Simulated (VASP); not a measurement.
# TaS2 (P-3m1) in VASP: a series of runs, part 2 of 2

VASP 6.6.1. The steps go on from the part before.

**5. Relaxation of cell and atoms, PBEsol**

This run uses another cell than the first one, of 18.89 Å³/atom, 0.995 times its volume.

File INCAR:

```
  PREC = Accurate
  ENCUT = 600
  EDIFF = 1E-7
  ISMEAR = 1
  SIGMA = 0.1
  LREAL = False
  LASPH = True
  NELM = 80
  ALGO = Normal
  ISIF = 3
  LWAVE = False
  LCHARG = False
  GGA = PS
  IBRION = 2
  NSW = 90
  EDIFFG = -0.005
```

File KPOINTS:

```
Automatic mesh
0
Gamma
  15 15 6
```

File POSCAR:

```
TaS2                                    
1.0
    3.3172171485     -0.0000000000     -0.0000000000
   -1.6586085742      2.8727943205      0.0000000000
    0.0000000000      0.0000000000      5.9458892981
  Ta              S             
     1     2
Direct
     0.0000000000000000    0.0000000000000000    0.0000000000000000
     0.3333333332999970    0.6666666667000030    0.2594120749472316
     0.6666666667000030    0.3333333332999970    0.7405879250527685
```

Potentials or basis: VASP PAW PBE potentials, release 64 (Ta_pv, S).

Command:

```console
> cat potpaw_PBE.64/Ta_pv/POTCAR potpaw_PBE.64/S/POTCAR > POTCAR
> mpirun -np 1 vasp_std > vasp.out
```

OUTCAR:

```text
PREC = Accurate
   ENCUT = 600
   EDIFF = 1E-7
   ISMEAR = 1
   LREAL = False
   LASPH = True
   NELM = 80
   ISIF = 3
   GGA = PS
   IBRION = 2
   NSW = 90
   EDIFFG = -0.005

 ion  position               nearest neighbor table
   1  0.000  0.000  0.000-   2 2.46   3 2.46   3 2.46   2 2.46   3 2.46   2 2.46
   2  0.333  0.667  0.259-   1 2.46   1 2.46   1 2.46
   3  0.667  0.333  0.741-   1 2.46   1 2.46   1 2.46

  LATTYP: Found a hexagonal cell.
 ALAT       =     3.3172171485
 C/A-ratio  =     1.7924329436

  Lattice vectors:

 A1 = (   3.3172171485,   0.0000000000,   0.0000000000)
 A2 = (  -1.6586085742,   2.8727943205,   0.0000000000)
 A3 = (   0.0000000000,   0.0000000000,   5.9458892981)

Analysis of symmetry for initial positions (statically):
=====================================================================
 Subroutine PRICEL returns:
 Original cell was already a primitive cell.

 Routine SETGRP: Setting up the symmetry group for a
 hexagonal supercell.

 Subroutine GETGRP returns: Found 12 space group operations
 (whereof 12 operations were pure point group operations)
 out of a pool of 24 trial point group operations.

The static configuration has the point symmetry D_3d.

Analysis of symmetry for dynamics (positions and initial velocities):
=====================================================================
 Subroutine PRICEL returns:
 Original cell was already a primitive cell.

 Routine SETGRP: Setting up the symmetry group for a
 hexagonal supercell.

 Subroutine GETGRP returns: Found 12 space group operations
 (whereof 12 operations were pure point group operations)
 out of a pool of 24 trial point group operations.

The dynamic configuration has the point symmetry D_3d.

 Subroutine INISYM returns: Found 12 space group operations
 (whereof 12 operations are pure point group operations),
 and found     1 'primitive' translations

----------------------------------------------------------------------------------------

                                     Primitive cell

  volume of cell :      56.6624

  direct lattice vectors                    reciprocal lattice vectors
     3.317217149  0.000000000  0.000000000     0.301457503  0.174046571  0.000000000
    -1.658608574  2.872794321  0.000000000     0.000000000  0.348093142  0.000000000
     0.000000000  0.000000000  5.945889298     0.000000000  0.000000000  0.168183420

  length of vectors
     3.317217149  3.317217149  5.945889298     0.348093142  0.348093142  0.168183420

  position of ions in fractional coordinates (direct lattice)
     0.000000000  0.000000000  0.000000000
     0.333333333  0.666666667  0.259412075
     0.666666667  0.333333333  0.740587925

  ion indices of the primitive-cell ions
   primitive index   ion index
                 1           1
[... 120 lines left out ...]
  ext. energy  EPLUGINS =         0.00000000
  ---------------------------------------------------
  free energy    TOTEN  =       -24.57737016 eV

  energy without entropy =      -24.57698365  energy(sigma->0) =      -24.57724132

------------------------ aborting loop because EDIFF is reached ----------------------------------------

  FORCE on cell =-STRESS in cart. coord.  units (eV):
  Direction    XX          YY          ZZ          XY          YZ          ZX
  --------------------------------------------------------------------------------------
  -------------------------------------------------------------------------------------
  Total        0.0157606      0.0157606     -0.0087180      0.0000000     -0.0000000      0.0000000
  in kB        0.4456443      0.4456443     -0.2465100      0.0000000     -0.0000000      0.0000000
  external PRESSURE =       0.2149262 kB  Pullay stress =       0.0000000 kB

 VOLUME and BASIS-vectors are now :
 -----------------------------------------------------------------------------
  energy-cutoff  :      600.00
  volume of cell :       56.66
      direct lattice vectors                 reciprocal lattice vectors
     3.317217149  0.000000000  0.000000000     0.301457503  0.174046571  0.000000000
    -1.658608574  2.872794321  0.000000000     0.000000000  0.348093142  0.000000000
     0.000000000  0.000000000  5.945889298     0.000000000  0.000000000  0.168183420

 POSITION                                       TOTAL-FORCE (eV/Angst)
 -----------------------------------------------------------------------------------
      0.00000      0.00000      0.00000         0.000000      0.000000      0.000000
     -0.00000      1.91520      1.54244        -0.000000      0.000000     -0.001558
      1.65861      0.95760      4.40345        -0.000000      0.000000      0.001558
 -----------------------------------------------------------------------------------
    total drift:                                0.000000     -0.000000      0.000000

  FREE ENERGIE OF THE ION-ELECTRON SYSTEM (eV)
  ---------------------------------------------------
  free  energy   TOTEN  =       -24.5773701565 eV

  energy  without entropy=      -24.5769836534  energy(sigma->0) =      -24.57724132

--------------------------------------- Ionic step        2  -------------------------------------------

 number of electron      22.9999999 magnetization

 Free energy of the ion-electron system (eV)
  ---------------------------------------------------
  ext. energy  EPLUGINS =         0.00000000
  ---------------------------------------------------
  free energy    TOTEN  =       -24.57737444 eV

  energy without entropy =      -24.57698410  energy(sigma->0) =      -24.57724433

 E-fermi :   5.5808     XC(G=0): -10.7733

 val. band max:        5.5700409931   @ k =   0.1333   0.1333   0.0000
 cond. band min:       5.5953479673   @ k =   0.2000   0.0667   0.3333
 fundamental gap:      0.0253069742
 Fermi energy:         5.5808055010

 k-point     1 :       0.0000    0.0000    0.0000
  band No.  band energies     occupation
      1     -29.5820      2.00000
      2     -29.5441      2.00000
      3     -29.5441      2.00000
      4      -9.4106      2.00000
      5      -7.4557      2.00000
      6      -1.4792      2.00000
      7       1.8122      2.00000
      8       1.8122      2.00000
      9       4.2729      2.00000
     10       5.0582      2.00000
     11       5.0582      2.00000
     12       5.4989      1.98968
     13       5.7818     -0.01548
     14       5.7818     -0.01548
[... 401 lines left out ...]
      2     -29.6888      2.00000
      3     -29.5143      2.00000
      4      -7.3839      2.00000
      5      -7.0786      2.00000
      6      -0.7950      2.00000
      7       0.3820      2.00000
      8       1.2712      2.00000
      9       1.5829      2.00000
     10       1.7738      2.00000
     11       2.4831      2.00000
     12       6.2873     -0.00000
     13       7.9662      0.00000
     14       8.1626      0.00000
     15       9.4807      0.00000

 [... further k-points ...]

------------------------ aborting loop because EDIFF is reached ----------------------------------------

  FORCE on cell =-STRESS in cart. coord.  units (eV):
  Direction    XX          YY          ZZ          XY          YZ          ZX
  --------------------------------------------------------------------------------------
  -------------------------------------------------------------------------------------
  Total       -0.0047653     -0.0047653     -0.0121880     -0.0000000      0.0000000     -0.0000000
  in kB       -0.1346921     -0.1346921     -0.3445003     -0.0000000      0.0000000     -0.0000000
  external PRESSURE =      -0.2046282 kB  Pullay stress =       0.0000000 kB

 VOLUME and BASIS-vectors are now :
 -----------------------------------------------------------------------------
  energy-cutoff  :      600.00
  volume of cell :       56.68
      direct lattice vectors                 reciprocal lattice vectors
     3.318057879  0.000000000  0.000000000     0.301381120  0.174002471  0.000000000
    -1.659028940  2.873522415 -0.000000000    -0.000000000  0.348004942  0.000000000
    -0.000000000 -0.000000000  5.945055721    -0.000000000  0.000000000  0.168207002

 POSITION                                       TOTAL-FORCE (eV/Angst)
 -----------------------------------------------------------------------------------
      0.00000      0.00000      0.00000         0.000000      0.000000      0.000000
     -0.00000      1.91568      1.54214         0.000000      0.000000     -0.003043
      1.65903      0.95784      4.40291        -0.000000     -0.000000      0.003043
 -----------------------------------------------------------------------------------
    total drift:                               -0.000000      0.000000      0.000000

  FREE ENERGIE OF THE ION-ELECTRON SYSTEM (eV)
  ---------------------------------------------------
  free  energy   TOTEN  =       -24.5773744428 eV

  energy  without entropy=      -24.5769841041  energy(sigma->0) =      -24.57724433

 reached required accuracy - stopping structural energy minimisation
```

CONTCAR:

```text
TaS2
   1.00000000000000
     3.3180578791269437    0.0000000000000146    0.0000000000000000
    -1.6590289395134465    2.8735224145806884   -0.0000000000000000
    -0.0000000000000000   -0.0000000000000000    5.9450557205671100
  Ta              S
     1     2
Direct
     0.0000000000000000    0.0000000000000000    0.0000000000000000
     0.3333333332999970    0.6666666667000030    0.2593994339716015
     0.6666666667000030    0.3333333332999970    0.7406005660283984

  0.00000000E+00  0.00000000E+00  0.00000000E+00
  0.00000000E+00  0.00000000E+00  0.00000000E+00
  0.00000000E+00  0.00000000E+00  0.00000000E+00
```

Run time: 4.1 min. Hardware: 1 thread of Intel Xeon Platinum 8259CL at 2.50GHz (Skylake/Cascade Lake), shared host; peak memory 0.3 GiB.

What came out:

* Free energy: -24.5774 eV
* Relaxed volume: 18.89 Å³/atom
* Relaxed cell: a = 3.318 Å, b = 3.318 Å, c = 5.945 Å, α = 90.00°, β = 90.00°, γ = 120.00°
* Space group after relaxing (to 0.05 Å): P-3m1 (No. 164)
* Energy gained by relaxing: 0.0 meV/atom
* Ionic steps: 2
* Pressure after relaxing: 0.0 GPa
* Largest force after relaxing: 0.003 eV/Å
* Band gap on the k mesh: none (metal or under the smearing width)

Forces on the atoms (eV/Å):
```
Ta   0.000  0.000  0.000
S    0.000  0.000 -0.003
S    0.000  0.000  0.003
```

Final structure:
```cif
data_structure
_symmetry_space_group_name_H-M 'P 1'
_symmetry_Int_Tables_number 1
_cell_length_a 3.3181
_cell_length_b 3.3181
_cell_length_c 5.9451
_cell_angle_alpha 90.000
_cell_angle_beta 90.000
_cell_angle_gamma 120.000
_cell_volume 56.68
loop_
_atom_site_label
_atom_site_type_symbol
_atom_site_fract_x
_atom_site_fract_y
_atom_site_fract_z
_atom_site_occupancy
Ta1 Ta 0.00000 0.00000 0.00000 1
S1 S 0.33333 0.66667 0.25940 1
S2 S 0.66667 0.33333 0.74060 1
```

Caveat: the PAW data sets were made with another functional, which shifts forces and pressure a little; this functional lacks dispersion, which binds the layers, so the pressure and a relaxed spacing across them are unreliable. The run has no spin-orbit coupling, so splittings on Ta are missing.
